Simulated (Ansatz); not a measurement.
# TaS2: the cost of one run

Program: Ansatz 0.2.0. Level of theory: DFT PBE+D3(BJ), scalar-relativistic, plane waves, PAW. These are calculated values, not measurements.

21 further runs of the same task are left out: 21 set aside as unsound or not needed.

**1. The structure to begin with**

Symmetry: P-3m1, No. 164, trigonal system. Conventional cell: a = 3.299 Å, b = 3.299 Å, c = 32.180 Å, α = 90.00°, β = 90.00°, γ = 120.00°. S (site symmetry 3m) has 3 Ta at 2.40 Å as nearest neighbours. Ta (site symmetry -3m) is surrounded by 6 S at 2.40 Å.

Structure file:

```
CELL_PARAMETERS angstrom
3.29900 0.00000 0.00000
-1.64950 2.85702 0.00000
0.00000 0.00000 32.18031
ATOMIC_POSITIONS crystal
S 0.66667 0.33333 0.45455
Ta 0.00000 0.00000 0.50000
S 0.33333 0.66667 0.54545
```

This is the geometry of the first run shown, built on a cell relaxed beforehand with the same method.

**2. What is varied**

Atoms count from 1 in the order of the input.

The lattice constant and the thickness of a sheet are varied, nothing relaxed.

- lattice constant a of the sheet (both vectors scaled alike): 7 values from 3.210 to 3.477 Å
- thickness: height of S3 above S1, all heights scaled alike: 7 values from 2.925 to 3.246 Å

Nothing else is relaxed. Points are written as (first, second).

**3. Grid point (3.299 Å, 2.925 Å)**

The sheet is isolated along c: the input cuts the Coulomb interaction between periodic copies.

input.yaml reads:

```yaml
crystal:
  lattice:
    - [3.299, 0.0, 0.0]
    - [-1.6495, 2.8570178071, 0.0]
    - [0.0, 0.0, 32.1803051422]
  atoms:
    - { symbol: S, position: [0.6666666667, 0.3333333333, 0.454552948] }
    - { symbol: Ta, position: [0.0, 0.0, 0.5] }
    - { symbol: S, position: [0.3333333333, 0.6666666667, 0.545447052] }
  periodic: [true, true, false]
basis:
  ecutwfc: 420
kpoints:
  mp_grid: { grid: [15, 15, 1] }
hamiltonian:
  xc: pbe
  dispersion: d3bj
scf:
  occupations: { method: gaussian, width: 0.1 }
output:
  forces: true
  stress: true
  eigenvalues: true
  write_density: true
  write_potential: true
  elf: true
  volumetric_format: npy
```

Launch:

```
$ ansatz run input.yaml --threads 1 --pin off --max-ram 3072MiB --backend cpu --events-out ev --progress --plain --runs-dir out
```

**Question.** How long does this run take on 1 thread of Arm Neoverse V1, shared host, and how much memory does it need?

About 12 s, with a peak of 0.49 GiB.
